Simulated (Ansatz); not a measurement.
AgCl built on the zincblende prototype, relaxed with r2SCAN in Ansatz. The symmetry is F-43m (No. 216, cubic); a = 5.987 Å in the conventional setting, 26.82 Å³ an atom. Ag has 4 Cl at 2.59 Å; Cl has 4 Ag at 2.59 Å.

The axes x, y and z are those of this cell:
```xyz
2
Lattice="0.0000 2.9933 2.9933 2.9933 0.0000 2.9933 2.9933 2.9933 0.0000" Properties=species:S:1:pos:R:3 pbc="T T T"
Ag    0.0000    0.0000    0.0000
Cl    1.4966    1.4966    1.4966
```

Unstrained: The PBE gap is direct at Γ: 1.252 eV. The r2SCAN gap is direct at Γ: 1.647 eV. The HSE06 gap is direct at Γ: 2.712 eV. Meshes: PBE 8×8×8, r2SCAN 8×8×8, HSE06 6×6×6. Strains are changes of length per length, and xy shears are angles. After each strain the atoms were relaxed again with r2SCAN within the symmetry that the strain leaves, so tilts or polar shifts that break it weren't tested; points keep the names that they have in the unstrained zone. No spin polarisation and no zero-point or thermal motion; the cell was built from a prototype and may be hypothetical.

(1) Estimate what uniaxial -0.5 % along [111], other directions held does to the gap.

(2) Estimate what xy shear, engineering strain (angle) +0.5 % does to the gap.

(3) Estimate what uniaxial +4.0 % along z, other directions held does to the gap.

(4) Estimate what epitaxial -5.0 % in the xy plane, free normal strain +9.17 % does to the gap.

(5) Estimate what uniaxial +2.5 % along x, other directions held does to the gap.

(6) Order the strained cells by their HSE06 gap, smallest first.
A. uniaxial +4.0 % along z, other directions held
B. uniaxial +2.5 % along x, other directions held
C. epitaxial -5.0 % in the xy plane
D. xy shear, engineering strain (angle) +0.5 %
E. uniaxial -0.5 % along [111], other directions held

Results:

(1) PBE: the gap goes from 1.252 to 1.242 eV (-0.010 eV); with r2SCAN the top three valence levels at Γ, degenerate before, become 2+1 from the top over 11 meV. r2SCAN: the gap goes from 1.647 to 1.637 eV (-0.010 eV). HSE06: the gap goes from 2.712 to 2.701 eV (-0.011 eV). The r2SCAN energy rises by 0.1 meV an atom.

(2) PBE: the gap goes from 1.252 to 1.247 eV (-0.005 eV); with r2SCAN the top three valence levels at Γ, degenerate before, become 1+1+1 from the top over 11 meV. r2SCAN: the gap goes from 1.647 to 1.641 eV (-0.006 eV). HSE06: the gap goes from 2.712 to 2.706 eV (-0.006 eV). The r2SCAN energy rises by 0.0 meV an atom.

(3) PBE: the gap goes from 1.252 to 1.283 eV (+0.031 eV); with r2SCAN the top three valence levels at Γ, degenerate before, become 2+1 from the top over 56 meV. r2SCAN: the gap goes from 1.647 to 1.681 eV (+0.034 eV). HSE06: the gap goes from 2.712 to 2.752 eV (+0.040 eV). The r2SCAN energy rises by 4.5 meV an atom.

(4) PBE: the gap goes from 1.252 to 1.192 eV (-0.060 eV); with r2SCAN the top three valence levels at Γ, degenerate before, become 2+1 from the top over 256 meV. r2SCAN: the gap goes from 1.647 to 1.596 eV (-0.051 eV). HSE06: the gap goes from 2.712 to 2.650 eV (-0.062 eV). The r2SCAN energy rises by 1.2 meV an atom.

(5) PBE: the gap goes from 1.252 to 1.271 eV (+0.019 eV); with r2SCAN the top three valence levels at Γ, degenerate before, become 2+1 from the top over 35 meV. r2SCAN: the gap goes from 1.647 to 1.667 eV (+0.020 eV). HSE06: the gap goes from 2.712 to 2.737 eV (+0.025 eV). The r2SCAN energy rises by 1.8 meV an atom.

(6) C (2.65 eV), E (2.70 eV), D (2.71 eV), B (2.74 eV), A (2.75 eV).

The runs are scalar-relativistic, without spin-orbit coupling.

The meshes of the hybrids are coarse, so their gaps aren't converged to the digits shown.

The splittings at Γ are without spin-orbit coupling, which regroups them where it is of like size or larger.
